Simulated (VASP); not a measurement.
Set up this calculation in VASP 6.6.1, as the native input.

| Item | Value |
| --- | --- |
| Task | single point |
| Functional | PBE |
| Potentials or basis | VASP PAW PBE potentials, release 64 (Sn_d, Se) |
| Cutoff | 450 eV |
| k mesh | 1 × 1 × 1 |
| Occupations | gaussian, width 0.05 eV |
| Spin | no spin polarisation |
| Cell repeated | 3 × 3 × 3 |
| Further INCAR settings | LREAL = Auto; ALGO = Normal; EDIFF = 1e-05; NBANDS = 1194 |

The structure of SnSe lies in POSCAR:

```
SnSe
1.0
   34.2600000000      0.0000000000      0.0000000000
    0.0000000000     12.5700000000      0.0000000000
    0.0000000000      0.0000000000     13.3800000000
Sn Se
108 108
Direct
    0.2926360000      0.2519610000      0.3037410000
    0.2911920000      0.2521610000      0.6373340000
    0.2918630000      0.2513870000      0.9704840000
    0.2925910000      0.5834010000      0.3042260000
    0.2916880000      0.5829450000      0.6352520000
    0.2928580000      0.5834280000      0.9690110000
    0.2916490000      0.9160530000      0.3030180000
    0.2920920000      0.9197550000      0.6385910000
    0.2899590000      0.9121580000      0.9692750000
    0.6252970000      0.2505100000      0.3034870000
    0.6275210000      0.2473460000      0.6354870000
    0.6274550000      0.2515430000      0.9711530000
    0.6252170000      0.5794000000      0.3033750000
    0.6257620000      0.5804040000      0.6348010000
    0.6256040000      0.5810790000      0.9694460000
    0.6257500000      0.9167520000      0.3018650000
    0.6261870000      0.9187940000      0.6370530000
    0.6249500000      0.9184130000      0.9685420000
    0.9597700000      0.2474420000      0.3050500000
    0.9589820000      0.2470200000      0.6356300000
    0.9590470000      0.2506510000      0.9674640000
    0.9580300000      0.5838100000      0.3019530000
    0.9592060000      0.5851460000      0.6326370000
    0.9592230000      0.5862560000      0.9690000000
    0.9582900000      0.9184620000      0.3035680000
    0.9597840000      0.9158430000      0.6330110000
    0.9589040000      0.9156030000      0.9714050000
    0.2078360000      0.0794410000      0.1336540000
    0.2084410000      0.0849560000      0.4682310000
    0.2076660000      0.0843970000      0.8040500000
    0.2084340000      0.4172790000      0.1361210000
    0.2074400000      0.4191860000      0.4646200000
    0.2075450000      0.4167450000      0.7998040000
    0.2079580000      0.7484460000      0.1382670000
    0.2075570000      0.7515970000      0.4723990000
    0.2080020000      0.7479100000      0.7996050000
    0.5425350000      0.0830680000      0.1347890000
    0.5411260000      0.0828770000      0.4715770000
    0.5410300000      0.0833660000      0.8013980000
    0.5414110000      0.4141990000      0.1378260000
    0.5423340000      0.4130280000      0.4641370000
    0.5415400000      0.4227480000      0.8007560000
    0.5399050000      0.7514060000      0.1344480000
    0.5405570000      0.7491690000      0.4708590000
    0.5406450000      0.7506630000      0.8026040000
    0.8735940000      0.0825700000      0.1342020000
    0.8743390000      0.0806510000      0.4672160000
    0.8756090000      0.0832060000      0.8028790000
    0.8747810000      0.4156620000      0.1358210000
    0.8747060000      0.4173410000      0.4670670000
    0.8750630000      0.4152580000      0.8006320000
    0.8735450000      0.7490680000      0.1399820000
    0.8733040000      0.7503820000      0.4648730000
    0.8743320000      0.7521470000      0.8024690000
    0.1251160000      0.2505530000      0.1985700000
    0.1262480000      0.2547080000      0.5308020000
    0.1251480000      0.2496990000      0.8635040000
    0.1257620000      0.5832620000      0.1973900000
    0.1242040000      0.5853130000      0.5290450000
    0.1246390000      0.5848550000      0.8666200000
    0.1260980000      0.9170510000      0.1949100000
    0.1281810000      0.9187680000      0.5277790000
    0.1249840000      0.9168740000      0.8601810000
    0.4591480000      0.2489040000      0.1997490000
    0.4598430000      0.2435290000      0.5304270000
    0.4575840000      0.2526480000      0.8640440000
    0.4594800000      0.5807910000      0.2011000000
    0.4607690000      0.5807920000      0.5311690000
    0.4584100000      0.5832770000      0.8608290000
    0.4606350000      0.9143540000      0.1963360000
    0.4594390000      0.9151210000      0.5297970000
    0.4585060000      0.9163480000      0.8610420000
    0.7919500000      0.2495060000      0.1962520000
    0.7923830000      0.2493000000      0.5320220000
    0.7920500000      0.2496740000      0.8621760000
    0.7918720000      0.5803150000      0.1981630000
    0.7913330000      0.5815530000      0.5311390000
    0.7926860000      0.5823780000      0.8591390000
    0.7927020000      0.9172860000      0.1938330000
    0.7930080000      0.9149930000      0.5278080000
    0.7924170000      0.9162410000      0.8641210000
    0.0395940000      0.0876580000      0.0289820000
    0.0396520000      0.0848100000      0.3628710000
    0.0412840000      0.0825230000      0.6968660000
    0.0412150000      0.4148850000      0.0318550000
    0.0405890000      0.4145910000      0.3638390000
    0.0413900000      0.4161200000      0.6950660000
    0.0415430000      0.7457990000      0.0280220000
    0.0410350000      0.7467520000      0.3637290000
    0.0409520000      0.7521450000      0.6949490000
    0.3737850000      0.0841290000      0.0248230000
    0.3770480000      0.0816660000      0.3620300000
    0.3750870000      0.0832380000      0.6930100000
    0.3748820000      0.4187080000      0.0293240000
    0.3740870000      0.4178270000      0.3616290000
    0.3747170000      0.4171420000      0.6954870000
    0.3731140000      0.7494620000      0.0283710000
    0.3752100000      0.7503440000      0.3654200000
    0.3744510000      0.7506270000      0.6952440000
    0.7082520000      0.0875930000      0.0296390000
    0.7071480000      0.0829570000      0.3625880000
    0.7070520000      0.0836630000      0.6963480000
    0.7089270000      0.4166670000      0.0310600000
    0.7085000000      0.4159490000      0.3668880000
    0.7071130000      0.4147370000      0.6961790000
    0.7075660000      0.7466560000      0.0302550000
    0.7062070000      0.7533230000      0.3634850000
    0.7071050000      0.7478320000      0.6961380000
    0.2141380000      0.2475070000      0.3259380000
    0.2141690000      0.2487570000      0.6634390000
    0.2153300000      0.2500380000      0.9957290000
    0.2131640000      0.5848550000      0.3279310000
    0.2147580000      0.5871530000      0.6562190000
    0.2145620000      0.5807100000      0.9959940000
    0.2131830000      0.9154840000      0.3284550000
    0.2148710000      0.9168450000      0.6595560000
    0.2138490000      0.9187780000      0.9946540000
    0.5461920000      0.2520140000      0.3289330000
    0.5484310000      0.2491970000      0.6631900000
    0.5467380000      0.2513600000      0.9935670000
    0.5482570000      0.5857330000      0.3263500000
    0.5476220000      0.5834260000      0.6640010000
    0.5482890000      0.5804230000      0.9956930000
    0.5483190000      0.9217350000      0.3242350000
    0.5471970000      0.9198490000      0.6582950000
    0.5466160000      0.9179010000      0.9969500000
    0.8804140000      0.2512890000      0.3282620000
    0.8823300000      0.2499960000      0.6635540000
    0.8802090000      0.2495590000      0.9944500000
    0.8819970000      0.5847170000      0.3263140000
    0.8815970000      0.5851730000      0.6610830000
    0.8807740000      0.5828710000      0.9908660000
    0.8811650000      0.9172270000      0.3260590000
    0.8816500000      0.9133900000      0.6600960000
    0.8805840000      0.9214100000      0.9910810000
    0.2861590000      0.0855820000      0.1621800000
    0.2867020000      0.0809400000      0.4895540000
    0.2863380000      0.0804790000      0.8272680000
    0.2846340000      0.4191780000      0.1632730000
    0.2850360000      0.4188230000      0.4949390000
    0.2855450000      0.4168040000      0.8275450000
    0.2862050000      0.7507410000      0.1605500000
    0.2865480000      0.7485410000      0.4953100000
    0.2860360000      0.7535290000      0.8268670000
    0.6205260000      0.0837540000      0.1608980000
    0.6184110000      0.0847330000      0.4947760000
    0.6180340000      0.0806410000      0.8267540000
    0.6184080000      0.4192690000      0.1644170000
    0.6197610000      0.4175210000      0.4937060000
    0.6190480000      0.4187780000      0.8327780000
    0.6197990000      0.7493310000      0.1614190000
    0.6185770000      0.7481330000      0.4942540000
    0.6191710000      0.7543820000      0.8281170000
    0.9535220000      0.0875520000      0.1615100000
    0.9537410000      0.0850400000      0.4937300000
    0.9525660000      0.0833880000      0.8274790000
    0.9521590000      0.4170110000      0.1623070000
    0.9515580000      0.4166440000      0.4912530000
    0.9525620000      0.4181550000      0.8283680000
    0.9525840000      0.7514080000      0.1598420000
    0.9521240000      0.7512190000      0.4969130000
    0.9526790000      0.7560930000      0.8277950000
    0.0485420000      0.2530230000      0.1717000000
    0.0469480000      0.2471780000      0.5056970000
    0.0486390000      0.2506480000      0.8390540000
    0.0473350000      0.5846720000      0.1672110000
    0.0478700000      0.5834000000      0.5022610000
    0.0495720000      0.5800220000      0.8362510000
    0.0466150000      0.9193170000      0.1700090000
    0.0482520000      0.9180690000      0.5059160000
    0.0465220000      0.9152060000      0.8424180000
    0.3798700000      0.2480150000      0.1716360000
    0.3817080000      0.2506010000      0.5069970000
    0.3800650000      0.2522550000      0.8399430000
    0.3796040000      0.5870090000      0.1771400000
    0.3803270000      0.5834660000      0.5084670000
    0.3797030000      0.5785840000      0.8357590000
    0.3805030000      0.9152860000      0.1733620000
    0.3812350000      0.9136930000      0.5066050000
    0.3826410000      0.9195240000      0.8408890000
    0.7143510000      0.2523480000      0.1698340000
    0.7149910000      0.2497920000      0.5078690000
    0.7147410000      0.2473990000      0.8389540000
    0.7154000000      0.5806380000      0.1707460000
    0.7136600000      0.5797640000      0.5074890000
    0.7154810000      0.5852430000      0.8392110000
    0.7142880000      0.9172380000      0.1703600000
    0.7151160000      0.9191620000      0.5074240000
    0.7138680000      0.9168540000      0.8382950000
    0.1205660000      0.0837620000      0.0011130000
    0.1193490000      0.0878260000      0.3402030000
    0.1197700000      0.0834190000      0.6675800000
    0.1174150000      0.4136930000      0.0050490000
    0.1192710000      0.4183120000      0.3379030000
    0.1198380000      0.4159990000      0.6704200000
    0.1197460000      0.7478180000     -0.0007860000
    0.1180720000      0.7502250000      0.3317600000
    0.1186870000      0.7492070000      0.6688020000
    0.4510350000      0.0822300000      0.0041070000
    0.4534370000      0.0842280000      0.3351220000
    0.4515850000      0.0850160000      0.6762510000
    0.4526720000      0.4174080000      0.0095050000
    0.4523130000      0.4159290000      0.3354980000
    0.4518840000      0.4218660000      0.6688120000
    0.4523430000      0.7466390000      0.0056210000
    0.4531110000      0.7494180000      0.3403040000
    0.4529650000      0.7510670000      0.6758480000
    0.7863490000      0.0826060000      0.0038070000
    0.7849260000      0.0844690000      0.3379410000
    0.7880560000      0.0877310000      0.6715190000
    0.7853780000      0.4207010000      0.0011110000
    0.7852710000      0.4189360000      0.3366220000
    0.7852490000      0.4158290000      0.6734820000
    0.7857870000      0.7509600000      0.0066680000
    0.7856930000      0.7526510000      0.3370320000
    0.7844090000      0.7457590000      0.6683650000
```

The cell isn't the ideal one: supercell [3, 3, 3], atoms moved at random, drawn with an rms of 0.05 Å.

The input as run:

INCAR

```
SYSTEM = SnSe
  ALGO = Normal
  EDIFF = 1E-5
  ENCUT = 450
  GGA = PE
  ISIF = 2
  ISMEAR = 0
  LASPH = .TRUE.
  LCHARG = .FALSE.
  LREAL = Auto
  LUSENCCL = .FALSE.
  LWAVE = .FALSE.
  NBANDS = 1194
  NELM = 80
  NSIM = 16
  PREC = Accurate
  SIGMA = 0.05
```

KPOINTS

```
k-points
0
G
  1 1 1
  0 0 0
```

Potentials or basis: VASP PAW PBE potentials, release 64 (Sn_d, Se).

Run with:

```sh
$ cat potpaw_PBE.64/Sn_d/POTCAR potpaw_PBE.64/Se/POTCAR > POTCAR
$ mpirun -np 1 vasp_gam > vasp.out
```

Results of the run:

```
Pressure               : 2.6 GPa
Largest force          : 1.072 eV/Å
Band gap on the k mesh : 0.50 eV
```

Caveat: the k mesh is coarse (spacing up to 0.50 Å⁻¹), so the values aren't converged; spin-orbit coupling is left out, which moves the levels of the heavy elements; an odd mesh through Γ misses points on the zone boundary, where band edges often lie; forces of over 1 eV/Å show positions far from the minimum, so gaps and moduli don't describe the material at rest.

It took 4.9 min on 1 × NVIDIA H100 80GB with 1 thread of AMD EPYC 7R13 Processor (Zen 3) (shared host), peak memory 5.6 GiB.
